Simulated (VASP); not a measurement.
A run of VASP 6.6.1 is set up as follows.

Contents of POSCAR:

```
TePb
1.0
    0.0000000000      3.2310000000      3.2310000000
    3.2310000000      0.0000000000      3.2310000000
    3.2310000000      3.2310000000      0.0000000000
Pb Te
1 1
Direct
    0.0000000000      0.0000000000      0.0000000000
    0.5000000000      0.5000000000      0.5000000000
```

The input INCAR.step1:

```
PREC = Accurate
ENCUT = 520
EDIFF = 1E-8
ISMEAR = 0
SIGMA = 0.02
LREAL = F
LASPH = T
NELM = 60
ALGO = Normal
ISIF = 2
LWAVE = F
LCHARG = F
GGA = PE
LEPSILON = T
KPAR = 4
```

File KPOINTS.step1:

```
Automatic mesh
0
G
  8 8 8
  0 0 0
```

Contents of INCAR.step2:

```
PREC = Accurate
ENCUT = 520
EDIFF = 1E-5
ISMEAR = 0
SIGMA = 0.02
LREAL = F
LASPH = T
NELM = 60
ALGO = Normal
ISIF = 2
LWAVE = T
LCHARG = F
NBANDS = 17
GGA = PE
KPAR = 4
```

File KPOINTS.step2:

```
Automatic mesh
0
Gamma
  6 6 6
```

The input INCAR.step3:

```
PREC = Accurate
ENCUT = 520
EDIFF = 1E-6
ISMEAR = 0
SIGMA = 0.02
LREAL = F
LASPH = T
NELM = 60
ALGO = Normal
ISIF = 2
LWAVE = F
LCHARG = F
METAGGA = R2SCAN
LHFCALC = T
AEXX = 0.034
LMIXTAU = T
PRECFOCK = Fast
HFRCUT = -1
NBANDS = 17
ISTART = 1
KPAR = 4
```

The input KPOINTS.step3:

```
Automatic mesh
0
Gamma
  6 6 6
```

KPOINTS_OPT

```
path GXWKGLUWLK,UX
10
line-mode
reciprocal
 0.0000000000  0.0000000000  0.0000000000  G
 0.5000000000  0.0000000000  0.5000000000  X

 0.5000000000  0.0000000000  0.5000000000  X
 0.5000000000  0.2500000000  0.7500000000  W

 0.5000000000  0.2500000000  0.7500000000  W
 0.3750000000  0.3750000000  0.7500000000  K

 0.3750000000  0.3750000000  0.7500000000  K
 0.0000000000  0.0000000000  0.0000000000  G

 0.0000000000  0.0000000000  0.0000000000  G
 0.5000000000  0.5000000000  0.5000000000  L

 0.5000000000  0.5000000000  0.5000000000  L
 0.6250000000  0.2500000000  0.6250000000  U

 0.6250000000  0.2500000000  0.6250000000  U
 0.5000000000  0.2500000000  0.7500000000  W

 0.5000000000  0.2500000000  0.7500000000  W
 0.5000000000  0.5000000000  0.5000000000  L

 0.5000000000  0.5000000000  0.5000000000  L
 0.3750000000  0.3750000000  0.7500000000  K

 0.6250000000  0.2500000000  0.6250000000  U
 0.5000000000  0.0000000000  0.5000000000  X
```

Potentials or basis: VASP PAW PBE potentials, release 64 (Pb_d, Te).

Launch:

```console
$ cat potpaw_PBE.64/Pb_d/POTCAR potpaw_PBE.64/Te/POTCAR > POTCAR
$ cp INCAR.step1 INCAR
$ cp KPOINTS.step1 KPOINTS
$ mpirun -np 4 vasp_std > vasp.out
$ cp INCAR.step2 INCAR
$ cp KPOINTS.step2 KPOINTS
$ mpirun -np 4 vasp_std > vasp.out
$ cp INCAR.step3 INCAR
$ cp KPOINTS.step3 KPOINTS
$ mpirun -np 4 vasp_std > vasp.out
```

Q: What does it give for the pressure?

A: 1.4 GPa.

Q: Estimate the band gap on the k mesh.

A: 1.13 eV, direct.

Q: Predict the band gap along the path.

A: 1.13 eV, direct.

Levels at the corners of the path, in eV from the valence-band top:
```
point  band 7  band 8  band 9  band 10  band 11  band 12  band 13  band 14
    Γ   -5.70   -1.54   -1.54    -1.54     4.51     4.51     4.51     6.32
    X   -7.60   -4.79   -3.04    -3.04     3.70     6.00     6.00     7.36
    X   -7.60   -4.79   -3.04    -3.04     3.70     6.00     6.00     7.36
    W   -8.37   -4.05   -4.05    -0.46     2.00     5.73     5.73     7.43
    W   -8.37   -4.05   -4.05    -0.46     2.00     5.73     5.73     7.43
    K   -8.35   -4.39   -2.51    -2.21     4.01     4.15     5.63     6.52
    K   -8.35   -4.39   -2.51    -2.21     4.01     4.15     5.63     6.52
    Γ   -5.70   -1.54   -1.54    -1.54     4.51     4.51     4.51     6.32
    Γ   -5.70   -1.54   -1.54    -1.54     4.51     4.51     4.51     6.32
    L   -9.03   -1.05   -1.05     0.00     1.13     1.52     1.52     9.11
    L   -9.03   -1.05   -1.05     0.00     1.13     1.52     1.52     9.11
    U   -8.35   -4.39   -2.51    -2.21     4.01     4.15     5.63     6.52
    U   -8.35   -4.39   -2.51    -2.21     4.01     4.15     5.63     6.52
    W   -8.37   -4.05   -4.05    -0.46     2.00     5.73     5.73     7.43
    W   -8.37   -4.05   -4.05    -0.46     2.00     5.73     5.73     7.43
    L   -9.03   -1.05   -1.05     0.00     1.13     1.52     1.52     9.11
    L   -9.03   -1.05   -1.05     0.00     1.13     1.52     1.52     9.11
    K   -8.35   -4.39   -2.51    -2.21     4.01     4.15     5.63     6.52
    U   -8.35   -4.39   -2.51    -2.21     4.01     4.15     5.63     6.52
    X   -7.60   -4.79   -3.04    -3.04     3.70     6.00     6.00     7.36
```

Caveat: the PAW data sets were made with another functional, which shifts forces and pressure a little; spin-orbit coupling is left out, which as a rule narrows the gap of such compounds by several tenths of an eV.

**The experiment to reproduce.**

From a printed reference work, monograph, for a bulk crystal of TePb at 4.2 K: band gap 0.19 eV (direct).

Against the measured gap of TePb, 0.19 eV (direct; 4.2 K; a printed reference work, monograph), the calculated 1.13 eV is off by +0.94 eV. Spin-orbit coupling on Pb, Te is left out. The value is that of r2SCAN-EpsX, without temperature or zero-point motion.
